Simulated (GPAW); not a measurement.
## SiNi3 in GPAW: convergence with plane-wave cutoff (eV)

Input of the first run (plane-wave cutoff (eV) 200); the others differ in this setting and in those tied to it:

The input run.py:

```python
from ase.dft.bandgap import bandgap
from ase.io import read, write
from ase.units import GPa
from gpaw import GPAW, PW

atoms = read('POSCAR')
atoms.set_initial_magnetic_moments([1.0, 1.0, 1.0, 0.0])

calc = GPAW(mode=PW(200),
            xc='LDA',
            kpts={'size': (5, 5, 5), 'gamma': True},
            occupations={'name': 'fermi-dirac', 'width': 0.05},
            nbands=45,
            convergence={'density': 1e-05, 'energy': 1e-05},
            maxiter=100,
            txt='gpaw.txt')
atoms.calc = calc
energy = atoms.get_potential_energy()
forces = atoms.get_forces()
stress = atoms.get_stress()
calc.write('gs.gpw')
write('result.traj', atoms)
print(f'Energy: {energy:.6f} eV')
print('Forces (eV/A):')
print(forces.round(4))
print('Stress (GPa):', (stress / GPa).round(3))
print('Moments:', calc.get_magnetic_moments().round(3))
print('Fermi level:', round(calc.get_fermi_level(), 4), 'eV')
print(f'Gap: {bandgap(calc)[0]:.4f} eV, direct: {bandgap(calc, direct=True)[0]:.4f} eV')
```

Contents of POSCAR:

```
SiNi3
1.0
    3.5420000000      0.0000000000      0.0000000000
    0.0000000000      3.5420000000      0.0000000000
    0.0000000000      0.0000000000      3.5420000000
Ni Si
3 1
Direct
    0.5000000000      0.5000000000      0.0000000000
    0.5000000000      0.0000000000      0.5000000000
    0.0000000000      0.5000000000      0.5000000000
    0.0000000000      0.0000000000      0.0000000000
```

Potentials or basis: the program's PAW data sets (release 1.2.1) made for this functional, pw.

Command:

```sh
$ OMP_NUM_THREADS=1 python run.py
```

Hardware: 1 thread of Arm Neoverse V2, on a shared host.

```
plane-wave cutoff (eV)  energy less the tightest run, at zero smearing (meV/atom)  pressure (GPa)  SCF cycles  CPU time (s)  peak memory (GiB)
                   200                                                     659.92          -60.84          12           8.3               0.13
                   250                                                     212.23          -24.33          13            11               0.13
                   300                                                     129.10          -22.57          12            12               0.14
                   350                                                      68.74          -22.17          12            14               0.15
                   400                                                      30.26          -20.93          12            21               0.15
                   500                                                       3.36          -19.13          12            22               0.16
                   600                                                       0.24          -18.75          12            32               0.18
                   800                                                       0.04          -18.73          12            40               0.21
                  1000                                                       0.00          -18.72          12            56               0.25
```

Against the tightest run, the energy stays within 1 meV/atom from 600 on; the pressure stays within 0.1 GPa from 600 on. The tightest run that finished is the yardstick and may itself not be fully converged.

Caveat, for the tightest run too: the k mesh is coarse; the stock nickel data set gives pressures a few GPa off other programs; so large a pressure means that the cell lies far from this level's equilibrium, or that cutoff or potentials fall short.
